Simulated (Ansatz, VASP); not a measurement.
# Two plane-wave programs on GaP

```
Ga P
1.0
     0.00000    2.76111    2.76111
     2.76111    0.00000    2.76111
     2.76111    2.76111    0.00000
Ga P
1 1
Direct
  0.00000 0.00000 0.00000
  0.25000 0.25000 0.25000
```

Change from the starting cell: volume scaled by 1.04, ions relaxed.

Alike in both runs: functional PBE; k mesh 14 × 14 × 14; occupations fermi-dirac, width 0.02 eV; no spin polarisation.

Ansatz relaxed the structure, and its values are those at the end. VASP's run is a single point on that final structure, the one shown.

|  | VASP | Ansatz |
| --- | --- | --- |
| version | VASP 6.6.1 | Ansatz 0.2.0 |
| potentials or method | VASP PAW PBE potentials, release 64 (Ga_d, P) | plane-wave PAW, scalar-relativistic |
| plane-wave cutoff (eV) | 520 | 420 |
| valence electrons in the cell | 18 | 18 |

Ansatz gave:

- gap on the k mesh at the Fermi level (eV): 1.51
- pressure (GPa): -0.7

Question: What did VASP give for the same quantities?

Answer: gap on the k mesh at the Fermi level (eV): 1.50; pressure (GPa): -0.7.

Ansatz warned: «stress_scf_threshold_loose».

A k mesh can miss the band edges.
